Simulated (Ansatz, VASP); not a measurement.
# Sn in VASP and in Ansatz

The input INCAR:

```
PREC = Accurate
ENCUT = 520
EDIFF = 1E-7
ISMEAR = -1
SIGMA = 0.05
LREAL = F
LASPH = T
NELM = 100
ALGO = Fast
ISIF = 2
LWAVE = F
LCHARG = F
GGA = PS
NBANDS = 13
```

The input KPOINTS:

```
regular mesh
0
Gamma
  8 8 8
```

File POSCAR:

```
Sn
1.0
   -1.8946518192      1.8946518192      1.9135983374
    1.8946518192     -1.8946518192      1.9135983374
    1.8946518192      1.8946518192     -1.9135983374
Sn
1
Direct
    0.0000000000      0.0000000000      0.0000000000
```

File input.yaml:

```yaml
crystal:
  lattice:
    - [-1.8946518192, 1.8946518192, 1.9135983374]
    - [1.8946518192, -1.8946518192, 1.9135983374]
    - [1.8946518192, 1.8946518192, -1.9135983374]
  atoms:
    - { symbol: Sn, position: [0.0, 0.0, 0.0] }
hamiltonian:
  xc: pbesol
  pseudopotentials: { kind: paw }
kpoints:
  mp_grid: { grid: [8, 8, 8] }
scf:
  occupations: { method: fermi_dirac, width: 0.05 }
output:
  forces: true
  stress: true
  eigenvalues: true
```

This isn't the form of Sn at room conditions, which is tetragonal (white tin).

Alike in both runs: task single point; functional PBEsol; k mesh 8 × 8 × 8; occupations fermi-dirac, width 0.05 eV; no spin polarisation.

|  | VASP | Ansatz |
| --- | --- | --- |
| version | VASP 6.6.1 | Ansatz 0.2.0 |
| potentials or method | VASP PAW PBE potentials, release 64 (Sn_d) | Ansatz PAW |
| plane-wave cutoff (eV) | 520 | 420 |
| valence electrons in the cell | 14 | 14 |

|  | VASP | Ansatz | Ansatz less VASP |
| --- | --- | --- | --- |
| gap on the k mesh at the Fermi level (eV) | none | none | - |
| pressure (GPa) | -2.1 | -2.1 | -0.01 |
| largest component of the traceless stress (GPa) | 0.44 | 0.44 | +0.003 |

A gap of «none» marks a metal or a gap that the smearing closes.

Caveats: the PAW data sets were made with another functional, which shifts forces and pressure a little (VASP); the PAW data sets come from PBE, with cores solved anew for the run's functional, which leaves a small shift of forces and pressure (Ansatz).
